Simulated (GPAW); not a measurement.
This GPAW 26.7.0 run on Pd needs a look.

Contents of run.py:

```python
import json
import numpy as np
import spglib
from ase import Atoms
from ase.dft.bandgap import bandgap
from ase.io import read, write
from gpaw import GPAW, PW
from gpaw.response.g0w0 import G0W0

atoms = read('Pd.cif')
cell, positions, numbers = spglib.find_primitive(
    (atoms.cell[:], atoms.get_scaled_positions(), atoms.numbers), symprec=1e-4)
atoms = Atoms(numbers, cell=cell, scaled_positions=positions, pbc=True)

calc = GPAW(mode=PW(400),
            xc='LDA',
            kpts={'size': (6, 6, 6), 'gamma': True},
            occupations={'name': 'fermi-dirac', 'width': 0.05},
            nbands=17,
            convergence={'density': 1e-06},
            maxiter=80,
            txt='gpaw.txt')
atoms.calc = calc
energy = atoms.get_potential_energy()
calc.write('gs.gpw')
write('result.traj', atoms)
print(f'Energy: {energy:.6f} eV')
print('Fermi level:', round(calc.get_fermi_level(), 4), 'eV')
print(f'Gap: {bandgap(calc)[0]:.4f} eV, direct: {bandgap(calc, direct=True)[0]:.4f} eV')

calc.diagonalize_full_hamiltonian(nbands=39)
calc.write('full.gpw', mode='all')

ibz = calc.get_ibz_k_points()
gamma = int(np.abs(ibz).sum(1).argmin())
kpts = [gamma]
gw = G0W0(calc='full.gpw',
          filename='gw',
          ecut=200,
          ecut_extrapolation=False,
          kpts=kpts,
          integrate_gamma='reciprocal',
          bands=(31, 33),
          nbands=35,
          frequencies={'type': 'nonlinear', 'domega0': 0.1, 'omega2': 10},
          eta=0.1)
gw.calculate()
results = {mode: {key: np.asarray(r[key]).tolist() for key in ['f', 'eps', 'vxc', 'exx', 'sigma', 'Z', 'qp', 'sigma_eskn']}
           for mode, r in gw.all_results.items()}
json.dump({'kpts': ibz[kpts].tolist(), 'results': results}, open('gw.json', 'w'))
for mode, r in results.items():
    f, qp = np.array(r['f']), np.array(r['qp'])
    print(mode, 'quasiparticle energies (eV):')
    print(qp.round(3))
```

Contents of Pd.cif:

```cif
data_Pd
_cell_length_a 3.89300000
_cell_length_b 3.89300000
_cell_length_c 3.89300000
_cell_angle_alpha 90.00000000
_cell_angle_beta 90.00000000
_cell_angle_gamma 90.00000000
_space_group_name_H-M_alt 'Fm-3m'
_space_group_name_Hall '-F 4 2 3'
_space_group_IT_number 225
loop_
_space_group_symop_operation_xyz
'x,y,z'
'-x,-y,-z'
'-y,x,z'
'y,-x,-z'
'-x,-y,z'
'x,y,-z'
'y,-x,z'
'-y,x,-z'
'x,-y,-z'
'-x,y,z'
'-y,-x,-z'
'y,x,z'
'-x,y,-z'
'x,-y,z'
'y,x,-z'
'-y,-x,z'
'z,x,y'
'-z,-x,-y'
'z,-y,x'
'-z,y,-x'
'z,-x,-y'
'-z,x,y'
'z,y,-x'
'-z,-y,x'
'-z,x,-y'
'z,-x,y'
'-z,-y,-x'
'z,y,x'
'-z,-x,y'
'z,x,-y'
'-z,y,x'
'z,-y,-x'
'y,z,x'
'-y,-z,-x'
'x,z,-y'
'-x,-z,y'
'-y,z,-x'
'y,-z,x'
'-x,z,y'
'x,-z,-y'
'-y,-z,x'
'y,z,-x'
'-x,-z,-y'
'x,z,y'
'y,-z,-x'
'-y,z,x'
'x,-z,y'
'-x,z,-y'
'x,y+1/2,z+1/2'
'-x,-y+1/2,-z+1/2'
'-y,x+1/2,z+1/2'
'y,-x+1/2,-z+1/2'
'-x,-y+1/2,z+1/2'
'x,y+1/2,-z+1/2'
'y,-x+1/2,z+1/2'
'-y,x+1/2,-z+1/2'
'x,-y+1/2,-z+1/2'
'-x,y+1/2,z+1/2'
'-y,-x+1/2,-z+1/2'
'y,x+1/2,z+1/2'
[... 40 lines left out ...]
'-x+1/2,-y,z+1/2'
'x+1/2,y,-z+1/2'
'y+1/2,-x,z+1/2'
'-y+1/2,x,-z+1/2'
'x+1/2,-y,-z+1/2'
'-x+1/2,y,z+1/2'
'-y+1/2,-x,-z+1/2'
'y+1/2,x,z+1/2'
'-x+1/2,y,-z+1/2'
'x+1/2,-y,z+1/2'
'y+1/2,x,-z+1/2'
'-y+1/2,-x,z+1/2'
'z+1/2,x,y+1/2'
'-z+1/2,-x,-y+1/2'
'z+1/2,-y,x+1/2'
'-z+1/2,y,-x+1/2'
'z+1/2,-x,-y+1/2'
'-z+1/2,x,y+1/2'
'z+1/2,y,-x+1/2'
'-z+1/2,-y,x+1/2'
'-z+1/2,x,-y+1/2'
'z+1/2,-x,y+1/2'
'-z+1/2,-y,-x+1/2'
'z+1/2,y,x+1/2'
'-z+1/2,-x,y+1/2'
'z+1/2,x,-y+1/2'
'-z+1/2,y,x+1/2'
'z+1/2,-y,-x+1/2'
'y+1/2,z,x+1/2'
'-y+1/2,-z,-x+1/2'
'x+1/2,z,-y+1/2'
'-x+1/2,-z,y+1/2'
'-y+1/2,z,-x+1/2'
'y+1/2,-z,x+1/2'
'-x+1/2,z,y+1/2'
'x+1/2,-z,-y+1/2'
'-y+1/2,-z,x+1/2'
'y+1/2,z,-x+1/2'
'-x+1/2,-z,-y+1/2'
'x+1/2,z,y+1/2'
'y+1/2,-z,-x+1/2'
'-y+1/2,z,x+1/2'
'x+1/2,-z,y+1/2'
'-x+1/2,z,-y+1/2'
'x+1/2,y+1/2,z'
'-x+1/2,-y+1/2,-z'
'-y+1/2,x+1/2,z'
'y+1/2,-x+1/2,-z'
'-x+1/2,-y+1/2,z'
'x+1/2,y+1/2,-z'
'y+1/2,-x+1/2,z'
'-y+1/2,x+1/2,-z'
'x+1/2,-y+1/2,-z'
'-x+1/2,y+1/2,z'
'-y+1/2,-x+1/2,-z'
'y+1/2,x+1/2,z'
'-x+1/2,y+1/2,-z'
'x+1/2,-y+1/2,z'
'y+1/2,x+1/2,-z'
'-y+1/2,-x+1/2,z'
'z+1/2,x+1/2,y'
'-z+1/2,-x+1/2,-y'
'z+1/2,-y+1/2,x'
'-z+1/2,y+1/2,-x'
'z+1/2,-x+1/2,-y'
'-z+1/2,x+1/2,y'
'z+1/2,y+1/2,-x'
'-z+1/2,-y+1/2,x'
'-z+1/2,x+1/2,-y'
'z+1/2,-x+1/2,y'
'-z+1/2,-y+1/2,-x'
'z+1/2,y+1/2,x'
'-z+1/2,-x+1/2,y'
'z+1/2,x+1/2,-y'
'-z+1/2,y+1/2,x'
'z+1/2,-y+1/2,-x'
'y+1/2,z+1/2,x'
'-y+1/2,-z+1/2,-x'
'x+1/2,z+1/2,-y'
'-x+1/2,-z+1/2,y'
'-y+1/2,z+1/2,-x'
'y+1/2,-z+1/2,x'
'-x+1/2,z+1/2,y'
'x+1/2,-z+1/2,-y'
'-y+1/2,-z+1/2,x'
'y+1/2,z+1/2,-x'
'-x+1/2,-z+1/2,-y'
'x+1/2,z+1/2,y'
'y+1/2,-z+1/2,-x'
'-y+1/2,z+1/2,x'
'x+1/2,-z+1/2,y'
'-x+1/2,z+1/2,-y'
loop_
_atom_site_label
_atom_site_type_symbol
_atom_site_symmetry_multiplicity
_atom_site_Wyckoff_symbol
_atom_site_fract_x
_atom_site_fract_y
_atom_site_fract_z
_atom_site_occupancy
Pd1 Pd 4 a 0.0000000000 0.0000000000 0.0000000000 1
```

Potentials or basis: the program's PAW data sets (release 1.2.1) made for this functional, pw.

The run is started by

```sh
$ OMP_NUM_THREADS=1 python run.py
```

gpaw.txt:

```text
__  _  _
 | _ |_)|_||  |
 |__||  | ||/\| - 26.7.0

Input parameters:
  mode=PW(ecut=400.0),
  convergence={'density': 1e-06},
  kpts=MonkhorstPack(size=(6, 6, 6), gamma=True),
  maxiter=80,
  nbands=17,
  occupations=Occupations(name='fermi-dirac', width=0.05),
  xc=XC(name='LDA')

Diagonalizing LCAO Hamiltonian
Converting LCAO to pw mode

       Pd

Atoms  # Å, Bohr magnetons
|   | symbol |        x |        y |        z |    initial magnetic moments |
|---|--------|----------|----------|----------|-----------------------------|
| 0 |     Pd | 0.000000 | 0.000000 | 0.000000 | ( 0.0000,  0.0000,  0.0000) |

Unit cell  # Å
| periodic |        x |        y |        z |  lengths |    angles |
|----------|----------|----------|----------|----------|-----------|
|      yes | 0.000000 | 1.946500 | 1.946500 | 2.752767 | 60.000000 |
|      yes | 1.946500 | 0.000000 | 1.946500 | 2.752767 | 60.000000 |
|      yes | 1.946500 | 1.946500 | 0.000000 | 2.752767 | 60.000000 |

Number of symmetries: 48
[... 143 lines left out ...]
  ecut: 3200.0  # eV

xc functional:
  name: None

convergence criteria:
- Maximum integral of absolute [dens]ity change: 1e-06 electrons / valence electron
- Maximum [total energy] change in last 3 cyles: 0.0005 eV / valence electron
- Maximum integral of absolute [eigenst]ate change: 4e-08 eV^2 / valence electron
maximum number of iterations: 80

SCF iterations
|iter     | |      energy | eigst |  dens |
|---------|-|-------------|-------|-------|
|iter:   1| |   -6.472209 | -0.22 |       |
|iter:   2| |   -6.158473 | -2.55 | -0.94 |
|iter:   3| |   -5.203058 | -1.39 | -1.00 |
|iter:   4| |   -5.187626 | -3.69 | -2.06 |
|iter:   5| |   -5.182340 | -4.14 | -2.21 |
|iter:   6| |   -5.182322c| -6.28 | -3.44 |
|iter:   7| |   -5.182320c| -7.58c| -4.04 |
|iter:   8| |   -5.182320c| -9.10c| -5.34 |
|iter:   9| |   -5.182320c| -9.87c| -5.92 |
|iter:  10| |   -5.182320c|-10.62c| -7.05c|

Converged in 10 steps
Energy contributions relative to reference atoms: (reference = -137098.078098)

Energy contributions:
  Kinetic:          -5.864626
  Coulomb:           0.922809
  Zero:             -0.154940
  External:          0.000000
  Xc:               -0.076509
  Entropy:          -0.018108
  Spinorbit:         0.000000
  ----------------------------
  Free energy:      -5.191374
  Extrapolated:     -5.182320

dipole moment: (-11.675087, -11.675087, -11.675087)  # |e|*Ang

Fermi level: 9.092
[... 23 lines left out ...]
# Writing to gs.gpw (mode='')

Matrix size: 283x283
# Writing to full.gpw (mode='all')
```

On the terminal:

```text
Energy: -5.182320 eV
Fermi level: 9.0917 eV
[... 1 line left out ...]
IBZ(<points: 16, symmetries: 48>)
Occupied bands: 9
[... 1 line left out ...]
  k-points: 1
  Bands: 31-32 (inclusive)
[... 1 line left out ...]
  min: 10.259 eV
  ave: 10.410 eV
  max: 10.561 eV
GW quasiparticle energies (eV):
[[[89.595 98.617]]]
```

**Question.** Diagnose the run.

**Answer.** The run converged. The input holds a flaw that was put in on purpose: far too few empty bands in the response. The program doesn't stop on it, so the numbers can't be trusted though the run ends normally.
